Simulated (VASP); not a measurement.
# WS2 in VASP: a series of runs

One slab, WS2, is run at these levels: PBE0; tasks: single point.

Everything below comes from runs of VASP 6.6.1. Logs are shortened: lines on timing, memory, paths and dates and some standing lists are left out, and cuts for length are marked.

### 1 Starting point

The cell holds a slab with vacuum, 3 atoms: a = 3.184 Å, b = 3.184 Å, c = 16.951 Å, α = 90.00°, β = 90.00°, γ = 120.00°.

### 2 Single point, PBE0

POSCAR

```
WS2
1.0
    3.1835163552      0.0000000000      0.0000000000
   -1.5917581776      2.7570060369      0.0000000000
    0.0000000000      0.0000000000     16.9505778900
W S
1 2
Direct
    0.0000000000      0.0000000000      0.0000000000
    0.3333333333      0.6666666667      0.0920005100
    0.3333333333      0.6666666667      0.9079994900
```

INCAR.step1

```
PREC = Accurate
ENCUT = 350
EDIFF = 1E-5
ISMEAR = 0
SIGMA = 0.01
LREAL = F
LASPH = T
NELM = 100
ALGO = Normal
ISIF = 2
LWAVE = T
LCHARG = F
NKRED = 1
NBANDS = 21
GGA = PE
```

INCAR.step2

```
PREC = Accurate
ENCUT = 350
EDIFF = 1E-6
ISMEAR = 0
SIGMA = 0.01
LREAL = F
LASPH = T
NELM = 100
ALGO = Normal
ISIF = 2
LWAVE = F
LCHARG = F
GGA = PE
LHFCALC = T
AEXX = 0.25
PRECFOCK = Fast
NKRED = 1
NBANDS = 21
ISTART = 1
```

KPOINTS

```
Automatic mesh
0
Gamma
  5 5 1
```

Potentials or basis: VASP PAW PBE potentials, release 64 (W_sv, S).

The run is started by

```sh
$ cat potpaw_PBE.64/W_sv/POTCAR potpaw_PBE.64/S/POTCAR > POTCAR
$ cp INCAR.step1 INCAR
$ mpirun -np 1 vasp_std > vasp.out
$ cp INCAR.step2 INCAR
$ mpirun -np 1 vasp_std > vasp.out
```

OUTCAR:

```text
PREC = Accurate
   ENCUT = 350
   EDIFF = 1E-6
   ISMEAR = 0
   LREAL = F
   LASPH = T
   NELM = 100
   ISIF = 2
   GGA = PE
   LHFCALC = T
   AEXX = 0.25
   PRECFOCK = Fast
   NKRED = 1
   ISTART = 1

 Found      5 irreducible k-points:

 Following reciprocal coordinates:
            Coordinates               Weight
  0.000000  0.000000  0.000000      1.000000
  0.200000  0.000000  0.000000      6.000000
  0.400000 -0.000000  0.000000      6.000000
  0.200000  0.200000  0.000000      6.000000
  0.400000  0.200000  0.000000      6.000000
   k-points           NKPTS =      5   k-points in BZ     NKDIM =     25   number of bands    NBANDS=     21
   number of dos      NEDOS =    301   number of ions     NIONS =      3
   total plane-waves  NPLWV =  43200
   dimension x,y,z NGX =    20 NGY =   20 NGZ =  108
   dimension x,y,z NGXF=    40 NGYF=   40 NGZF=  216
   ions per type =               1   2
   NGX,Y,Z   is equivalent  to a cutoff of  10.44, 10.44, 10.59 a.u.
   NGXF,Y,Z  is equivalent  to a cutoff of  20.89, 20.89, 21.18 a.u.
 SYSTEM =  unknown system
   PREC   = accura    normal or accurate (medium, high low for compatibility)
   ISTART =      1    job   : 0-new  1-cont  2-samecut
   ICHARG =      0    charge: 1-file 2-atom 10-const
   ISPIN  =      1    spin polarized calculation?
   LNONCOLLINEAR =      F non collinear calculations
   LSORBIT =      F    spin-orbit coupling
   LASPH  =      T    aspherical Exc in radial PAW
   ENCUT  =  350.0 eV  25.72 Ry    5.07 a.u.   4.86  4.86 25.86*2*pi/ulx,y,z
   NELM   =    100;   NELMIN=  2; NELMDL=  0     # of ELM steps
   EDIFF  = 0.1E-05   stopping-criterion for ELM
   LREAL  =      F    real-space projection
   EDIFFG = 0.1E-04   stopping-criterion for IOM
   NSW    =      0    number of steps for IOM
   IBRION =     -1    ionic relax: 0-MD 1-quasi-New 2-CG
   NFREE  =      0    steps in history (QN), initial steepest desc. (CG)
   ISIF   =      2    stress and relaxation
   ISYM   =      3    0-nonsym 1-usesym 2-fastsym
   POTIM  = 0.5000    time-step for ionic-motion
   TEBEG  =    0.0;   TEEND  =   0.0 temperature during run
   PSTRESS=    0.0 pullay stress
   NELECT =      26.0000    total number of electrons
   NUPDOWN=      -1.0000    fix difference up-down
   EMIN   =  10.00;   EMAX   =-10.00  energy-range for DOS
   EFERMI =   0.00;   METHOD = LEGACY
   ISMEAR =     0;   SIGMA  =   0.01  broadening in eV -4-tet -1-fermi 0-gaus
   EFERMI_NEDOS =   21; number of points for ismear=-14 and -15
   IALGO  =     38    algorithm
   IMIX   =      1    mixing-type and parameters
     AMIX     =   0.40;   BMIX     =  1.00
     AMIX_MAG =   1.60;   BMIX_MAG =  1.00
  volume/ion in A,a.u.               =      49.59       334.66
  Fermi-wavevector in a.u.,A,eV,Ry     =   0.915285  1.729637 11.398226  0.837746
  Thomas-Fermi vector in A             =   2.040009
   LORBIT       =      0    0 simple, 1 ext, 2 COOP (PROOUT), +10 PAW based schemes
   GGA     = PE    functional components
   LHFCALC =     T    Hartree Fock is set to
   PRECFOCK=fast      Normal, Fast or Accurate (Low or Medium for compatibility)
   ENCUT4O =  -1.0   cutoff for four orbital integrals eV
   NKREDX  =     1    reduce k-point grid by
   NKREDY  =     1    reduce k-point grid by
   NKREDZ  =     1    reduce k-point grid by
   AEXX    =    0.2500 exact exchange contribution
   HFSCREEN=    0.0000 screening length (either q_TF or 0.3 A-1)
   HFSCREENC=   0.0000 screening length for correlation (either q_TF or 0.3 A-1)
   ENCUTFOCK=  -1.0 apply spherical cutoff to Coloumb kernel
   IVDW    =     0    specifies the selected vdW correction
   LEPSILON=     F    determine dielectric tensor
   LRPA    =     F    only Hartree local field effects (RPA)
 non-spin polarized calculation
 Gauss-broadening in eV      SIGMA  =   0.01
  energy-cutoff  :      350.00
  volume of cell :      148.77
 maximum number of plane-waves:      2241
 NGX is ok and might be reduce to    20
  NGX = 12; NGY = 12; NGZ = 64

 number of electron      26.0000002 magnetization

 Free energy of the ion-electron system (eV)
  ---------------------------------------------------
  ext. energy  EPLUGINS =         0.00000000
  ---------------------------------------------------
  free energy    TOTEN  =       -30.39405720 eV

  energy without entropy =      -30.39405720  energy(sigma->0) =      -30.39405720

 E-fermi :  -1.8092     XC(G=0):  -3.4993

 val. band max:       -2.0034069961   @ k =   0.0000   0.0000   0.0000
 cond. band min:       1.5215017686   @ k =   0.2000   0.2000   0.0000
 fundamental gap:      3.5249087647
 Fermi energy:        -1.8092411275

 k-point     1 :       0.0000    0.0000    0.0000
  band No.  band energies     occupation
      1     -80.0742      2.00000
      2     -42.8501      2.00000
      3     -42.6647      2.00000
      4     -42.6647      2.00000
      5     -18.4755      2.00000
      6     -16.6480      2.00000
      7      -9.2296      2.00000
      8      -5.3468      2.00000
      9      -5.3468      2.00000
     10      -4.4558      2.00000
     11      -3.8739      2.00000
     12      -3.8739      2.00000
     13      -2.0034      2.00000
     14       2.3783      0.00000
     15       2.3783      0.00000
     16       2.5342      0.00000
     17       2.5342      0.00000
     18       4.2586      0.00000
     19       4.6911      0.00000
     20       4.9583      0.00000
     21       5.8445      0.00000

 k-point     2 :       0.2000    0.0000    0.0000
  band No.  band energies     occupation
      1     -80.0665      2.00000
      2     -42.8243      2.00000
      3     -42.8102      2.00000
      4     -42.6988      2.00000
      5     -17.7925      2.00000
      6     -16.4070      2.00000
      7      -8.4658      2.00000
      8      -6.7667      2.00000
      9      -5.9149      2.00000
     10      -4.7673      2.00000
     11      -4.6927      2.00000
     12      -3.7883      2.00000
     13      -2.6247      2.00000
     14       1.7208      0.00000
     15       2.0657      0.00000
     16       2.4295      0.00000
     17       3.4208      0.00000
     18       5.1375      0.00000
     19       5.4720      0.00000
     20       6.3563      0.00000
     21       7.4930      0.00000

 k-point     3 :       0.4000   -0.0000    0.0000
  band No.  band energies     occupation
      1     -80.0543      2.00000
      2     -43.0396      2.00000
      3     -42.7812      2.00000
      4     -42.7536      2.00000
      5     -16.4328      2.00000
      6     -15.9464      2.00000
      7      -9.0318      2.00000
      8      -7.5467      2.00000
      9      -7.0836      2.00000
     10      -5.7798      2.00000
     11      -4.4310      2.00000
     12      -3.7059      2.00000
     13      -3.3383      2.00000
     14       2.1342      0.00000
     15       2.4024      0.00000
     16       3.5327      0.00000
     17       4.3728      0.00000
     18       5.6502      0.00000
     19       7.0469      0.00000
     20       7.0551      0.00000
     21       8.0995      0.00000

 k-point     4 :       0.2000    0.2000    0.0000
  band No.  band energies     occupation
      1     -80.0566      2.00000
      2     -42.9590      2.00000
      3     -42.7898      2.00000
      4     -42.7809      2.00000
      5     -16.7376      2.00000
      6     -16.0324      2.00000
      7      -8.2661      2.00000
      8      -7.1277      2.00000
      9      -7.1031      2.00000
     10      -6.1131      2.00000
     11      -5.0269      2.00000
     12      -3.8794      2.00000
     13      -2.9953      2.00000
     14       1.5215      0.00000
     15       2.4740      0.00000
     16       2.7800      0.00000
     17       4.5783      0.00000
     18       6.5496      0.00000
     19       6.8900      0.00000
     20       7.5075      0.00000
     21       7.8008      0.00000

 k-point     5 :       0.4000    0.2000    0.0000
  band No.  band energies     occupation
      1     -80.0505      2.00000
      2     -43.0291      2.00000
      3     -42.8521      2.00000
      4     -42.7682      2.00000
      5     -15.9339      2.00000
      6     -15.7453      2.00000
      7      -8.7235      2.00000
      8      -8.2570      2.00000
      9      -6.9303      2.00000
     10      -5.9130      2.00000
     11      -5.6764      2.00000
     12      -4.5870      2.00000
     13      -2.3867      2.00000
     14       1.6601      0.00000
     15       3.2533      0.00000
     16       3.2670      0.00000
     17       4.7806      0.00000
     18       5.6271      0.00000
     19       8.0821      0.00000
     20       8.8257      0.00000
     21       9.0067      0.00000

------------------------ aborting loop because EDIFF is reached ----------------------------------------

  FORCE on cell =-STRESS in cart. coord.  units (eV):
  Direction    XX          YY          ZZ          XY          YZ          ZX
  --------------------------------------------------------------------------------------
  -------------------------------------------------------------------------------------
  Total       -1.3204701     -1.3204701     -0.9490276     -0.0000000     -0.0000000      0.0000000
  in kB      -14.2203357    -14.2203357    -10.2202168     -0.0000000     -0.0000000      0.0000000
  external PRESSURE =     -12.8869627 kB  Pullay stress =       0.0000000 kB

 VOLUME and BASIS-vectors are now :
 -----------------------------------------------------------------------------
  energy-cutoff  :      350.00
  volume of cell :      148.77
      direct lattice vectors                 reciprocal lattice vectors
     3.183516355  0.000000000  0.000000000     0.314118066  0.181356150  0.000000000
    -1.591758178  2.757006037  0.000000000     0.000000000  0.362712300  0.000000000
     0.000000000  0.000000000 16.950577890     0.000000000  0.000000000  0.058995039

 POSITION                                       TOTAL-FORCE (eV/Angst)
 -----------------------------------------------------------------------------------
      0.00000      0.00000      0.00000        -0.000000     -0.000000      0.000000
     -0.00000      1.83800      1.55946         0.000000      0.000000     -0.264508
     -0.00000      1.83800     15.39112         0.000000      0.000000      0.264508
 -----------------------------------------------------------------------------------
    total drift:                               -0.000007      0.000004      0.000000

  FREE ENERGIE OF THE ION-ELECTRON SYSTEM (eV)
  ---------------------------------------------------
  free  energy   TOTEN  =       -30.3940572001 eV

  energy  without entropy=      -30.3940572001  energy(sigma->0) =      -30.39405720
```

Wall time 74 s (1 thread of Intel Xeon 6975P-C (Granite Rapids), shared host); peak memory 0.19 GiB.

The run converged, but some of its settings lie outside the range that counts as converged, so its numbers aren't taken as properties of the slab.

What came out:

| Property | Result |
| --- | --- |
| Free energy | -30.3941 eV |
| Largest force | 0.265 eV/Å |
| Band gap on the k mesh | 3.52 eV, indirect (least direct gap 4.05 eV) |

Caveat: the k mesh is coarse (spacing up to 0.46 Å⁻¹), so the values aren't converged, least of all with exact exchange; the PAW data sets were made with another functional, which shifts forces and pressure a little; spin-orbit coupling is left out, which moves the levels of the heavy elements.

### 3 Single point, PBE0

POSCAR is that of step 2.

Edit INCAR.step1 of step 2 so:

```diff
@@ -1,3 +1,3 @@
 PREC = Accurate
-ENCUT = 350
+ENCUT = 300
 EDIFF = 1E-5
```

Edit INCAR.step2 of step 2 so:

```diff
@@ -1,3 +1,3 @@
 PREC = Accurate
-ENCUT = 350
+ENCUT = 300
 EDIFF = 1E-6
```

KPOINTS

```
Automatic mesh
0
Gamma
  6 6 1
```

Potentials or basis: VASP PAW PBE potentials, release 64 (W_sv, S).

The run is started by

```sh
$ cat potpaw_PBE.64/W_sv/POTCAR potpaw_PBE.64/S/POTCAR > POTCAR
$ cp INCAR.step1 INCAR
$ mpirun -np 1 vasp_std > vasp.out
$ cp INCAR.step2 INCAR
$ mpirun -np 1 vasp_std > vasp.out
```

Wall time 2.6 min (1 thread of Intel Xeon 6975P-C (Granite Rapids), shared host); peak memory 0.18 GiB.

The run converged, but some of its settings lie outside the range that counts as converged, so its numbers aren't taken as properties of the slab.

Results:

| Property | Result |
| --- | --- |
| Free energy | -30.3651 eV |
| Largest force | 0.249 eV/Å |
| Band gap on the k mesh | 2.97 eV, direct |

Caveat: the cutoff is under 1.25 times the usual one of these potentials, so pressure, stress and relaxed cells hold a basis-set (Pulay) error; the PAW data sets were made with another functional, which shifts forces and pressure a little; spin-orbit coupling is left out, which moves the levels of the heavy elements.
